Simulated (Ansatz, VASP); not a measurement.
# One calculation of ClO, two programs

The input INCAR:

```
SYSTEM = ClO
PREC     = Accurate       ! precision mode
ENCUT    = 520            ! plane-wave cutoff, eV
EDIFF    = 1E-6           ! SCF threshold, eV
ISMEAR   = 0              ! smearing method
SIGMA    = 0.1            ! smearing width, eV
LREAL    = .FALSE.        ! projectors in reciprocal space
LASPH    = .TRUE.         ! aspherical terms in the spheres
NELM     = 100            ! most SCF steps
ALGO     = Normal         ! electronic algorithm
ISIF     = 2              ! what is computed and relaxed
LWAVE    = .FALSE.        ! write WAVECAR
LCHARG   = .FALSE.        ! write CHGCAR
GGA      = PS             ! functional
NBANDS   = 14             ! bands
```

The input KPOINTS:

```
Automatic mesh
0
G
  7 7 7
  0 0 0
```

The input POSCAR:

```
ClO
1.0
    3.1852167900      0.0000000000      0.0000000000
    0.0000000000      3.1852167900      0.0000000000
    0.0000000000      0.0000000000      3.1852167900
Cl O
1 1
Direct
    0.0000000000     -0.0627900746      0.0000000000
    0.5000000016      0.5000000016      0.5000000016
```

Input for Ansatz:

```yaml
crystal:
  lattice:
    - [3.18521679, 0.0, 0.0]
    - [0.0, 3.18521679, 0.0]
    - [0.0, 0.0, 3.18521679]
  atoms:
    - { symbol: Cl, position: [0.0, -0.06279007464355355, 0.0] }
    - { symbol: O, position: [0.5000000015697519, 0.5000000015697519, 0.5000000015697519] }
kpoints:
  mp_grid:
    grid: [7, 7, 7]
    shift: [0.0, 0.0, 0.0]
hamiltonian:
  xc: pbesol
scf:
  occupations:
    method: gaussian
    width: 0.1
output:
  forces: true
```

The cell comes from a database or a generator and needn't be the stable form of this composition.

Alike in both runs: task single point; functional PBEsol; k mesh 7 × 7 × 7; occupations gaussian, width 0.1 eV; no spin polarisation.

```csv
,VASP,Ansatz
version,VASP 6.6.1,Ansatz 0.2.0
potentials or method,"VASP PAW PBE potentials, release 64 (Cl, O)","plane waves, PAW"
plane-wave cutoff (eV),520,420
valence electrons in the cell,13,13
```

|  | VASP | Ansatz | Ansatz less VASP |
| --- | --- | --- | --- |
| rms of the force components (eV/Å) | 0.343 | 0.344 | +0.0006 |

Atom by atom the forces differ by 0.001 eV/Å (rms over components). The functional is the same, so the differences come from potentials, cutoffs and numerics.

Caveats: the PAW data sets were made with another functional, which shifts forces and pressure a little (VASP); an odd number of electrons without spin polarisation forces a metal; a magnetic or distorted state may lie lower.
